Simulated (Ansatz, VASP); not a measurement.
## One calculation of Hf, two programs

```
CELL_PARAMETERS angstrom
3.19670 0.00000 0.00000
-1.59835 2.76842 0.00000
0.00000 0.00000 5.26011
ATOMIC_POSITIONS crystal
Hf 0.66667 0.33333 0.75000
Hf 0.33333 0.66667 0.25000
```

Alike in both runs: task single point; functional PBE; k mesh 8 × 8 × 4; occupations fermi-dirac, width 0.05 eV; no spin polarisation.

|  | VASP | Ansatz |
| --- | --- | --- |
| version | VASP 6.6.1 | Ansatz 0.2.0 |
| potentials or method | VASP PAW PBE potentials, release 64 (Hf_pv) | Ansatz PAW |
| plane-wave cutoff (eV) | 520 | 420 |
| valence electrons in the cell | 20 | 52 |

```csv
,VASP,Ansatz,Ansatz less VASP
gap on the k mesh at the Fermi level (eV),none,none,-
pressure (GPa),-3.9,-3.5,+0.42
largest component of the traceless stress (GPa),3.10,3.06,-0.043
```

A gap of «none» marks a metal or a gap that the smearing closes. The two sets of potentials don't hold the same shells in valence.

Spin-orbit coupling is left out, which matters for the levels of Hf.
